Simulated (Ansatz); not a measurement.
# Band table of Ga (beta tin type)

```
Ga
1.0
    -2.11029    2.11029    1.10287
     2.11029   -2.11029    1.10287
     2.11029    2.11029   -1.10287
Ga
2
Direct
  0.62500 0.87500 0.75000
  0.37500 0.12500 0.25000
```

The cell comes from a relaxation on PAW files under the same functional, begun from a prototype that needn't be the stable phase.

Level of theory: DFT with PBE, scalar-relativistic, in Ansatz 0.2.0; a Γ-centred 17×17×17 k mesh, Fermi–Dirac smearing of 0.08 eV, no spin polarisation. LAPW: all electrons, basis error target 1 meV/atom.

This run: volume at 0.5 of the series' base cell.

Path points, in fractions of the reciprocal vectors: Γ (0.000, 0.000, 0.000), X (0.000, 0.000, 0.500), M (-0.500, 0.500, 0.500), Z (0.318, 0.318, -0.318), Z0 (-0.318, 0.682, 0.318), P (0.250, 0.250, 0.250). The distance column jumps between branches of the path. Levels in eV from the Fermi level; bands 9 to 24, counted from the lowest band of the run. The gap is zero, the pressure 181.8 GPa.

```
# k(1/Å) point b9 b10 b11 b12 b13 b14 b15 b16 b17 b18 b19 b20 b21 b22 b23 b24
0.000 Γ -17.53 -17.52 -17.50 -17.26 -17.16 -15.88 -15.88 -15.86 -15.86 -15.51 -15.13 -1.78 -1.78 3.13 4.26 15.46
0.263 - -17.45 -17.44 -17.35 -17.27 -17.07 -15.91 -15.86 -15.84 -15.84 -15.55 -15.23 -3.93 -1.38 3.79 6.36 12.80
0.526 - -17.32 -17.31 -17.29 -17.21 -16.44 -16.03 -15.84 -15.82 -15.79 -15.54 -15.43 -7.17 -0.25 4.41 9.47 10.83
0.790 - -17.36 -17.35 -17.03 -16.88 -16.32 -16.22 -15.80 -15.79 -15.73 -15.58 -14.60 -10.15 1.49 5.37 6.43 8.70
1.053 X -17.37 -17.37 -16.69 -16.69 -16.52 -16.52 -15.77 -15.77 -15.66 -15.66 -12.66 -12.66 3.75 3.75 6.79 6.79
1.316 - -17.36 -17.36 -16.76 -16.76 -16.44 -16.44 -15.78 -15.78 -15.69 -15.69 -12.35 -12.35 1.05 1.05 9.90 9.90
1.579 - -17.33 -17.33 -16.88 -16.88 -16.30 -16.30 -15.81 -15.81 -15.75 -15.75 -11.46 -11.46 -2.31 -2.31 14.25 14.25
1.842 - -17.31 -17.31 -16.98 -16.98 -16.18 -16.18 -15.83 -15.83 -15.80 -15.80 -10.08 -10.08 -5.22 -5.22 14.80 14.80
2.105 M -17.30 -17.30 -17.02 -17.02 -16.12 -16.12 -15.84 -15.84 -15.81 -15.81 -8.81 -8.81 -7.00 -7.00 14.63 14.63
2.478 - -17.33 -17.32 -17.09 -16.78 -16.39 -16.05 -15.84 -15.81 -15.81 -15.75 -12.05 -8.08 -6.67 -2.79 14.87 15.03
2.850 - -17.38 -17.33 -17.22 -16.92 -16.23 -15.90 -15.86 -15.82 -15.76 -15.61 -14.96 -6.16 -5.58 3.07 11.53 11.88
3.222 - -17.46 -17.36 -17.29 -17.27 -16.83 -15.92 -15.87 -15.86 -15.79 -15.59 -15.32 -3.58 -3.57 6.13 6.86 9.67
3.594 Γ -17.53 -17.52 -17.50 -17.26 -17.16 -15.88 -15.88 -15.86 -15.86 -15.51 -15.13 -1.78 -1.78 3.13 4.26 15.46
4.047 - -17.47 -17.39 -17.00 -16.82 -16.58 -16.26 -16.26 -15.91 -15.91 -15.52 -15.16 -0.74 -0.74 3.37 4.82 13.75
4.501 - -17.31 -17.07 -16.85 -16.85 -16.65 -16.17 -16.17 -15.91 -15.56 -15.26 -13.85 1.81 1.81 3.23 6.53 6.57
4.954 - -17.19 -17.19 -17.16 -16.72 -16.47 -16.34 -16.34 -15.66 -15.42 -15.27 -9.49 -0.31 0.58 0.63 0.63 7.47
5.407 Z -17.09 -17.04 -17.04 -16.63 -16.44 -16.26 -16.26 -15.85 -15.79 -15.52 -4.49 -4.03 -3.66 -3.66 -2.78 12.72
7.087 Z0 -17.09 -17.04 -17.04 -16.63 -16.44 -16.26 -16.26 -15.85 -15.79 -15.52 -4.49 -4.03 -3.66 -3.66 -2.78 12.72
7.346 - -17.09 -16.82 -16.74 -16.74 -16.33 -16.25 -16.13 -16.13 -16.03 -15.88 -5.70 -5.70 -5.44 -5.40 0.54 16.35
7.605 - -17.09 -17.05 -16.63 -16.61 -16.35 -16.35 -16.25 -15.97 -15.97 -15.97 -7.32 -7.32 -6.35 -6.33 4.84 20.34
7.864 - -17.26 -17.10 -17.05 -16.88 -16.19 -16.05 -15.99 -15.99 -15.86 -15.86 -8.41 -8.41 -6.85 -6.84 9.56 19.88
8.122 M -17.30 -17.30 -17.02 -17.02 -16.12 -16.12 -15.84 -15.84 -15.81 -15.81 -8.81 -8.81 -7.00 -7.00 14.63 14.63
9.175 X -17.37 -17.37 -16.69 -16.69 -16.52 -16.52 -15.77 -15.77 -15.66 -15.66 -12.66 -12.66 3.75 3.75 6.79 6.79
9.531 - -17.17 -17.17 -16.77 -16.77 -16.48 -16.48 -15.94 -15.94 -15.66 -15.66 -12.12 -12.12 4.25 4.25 7.04 7.04
9.887 - -17.03 -17.03 -16.86 -16.86 -16.38 -16.38 -16.02 -16.02 -15.68 -15.68 -10.58 -10.58 4.56 4.56 6.57 6.57
10.243 - -17.22 -17.22 -17.00 -17.00 -16.27 -16.27 -15.80 -15.80 -15.57 -15.57 -8.06 -8.06 0.07 0.07 8.60 8.60
10.599 P -17.31 -17.31 -17.09 -17.09 -16.25 -16.25 -15.75 -15.75 -15.42 -15.42 -5.24 -5.24 -3.61 -3.61 11.01 11.01
```
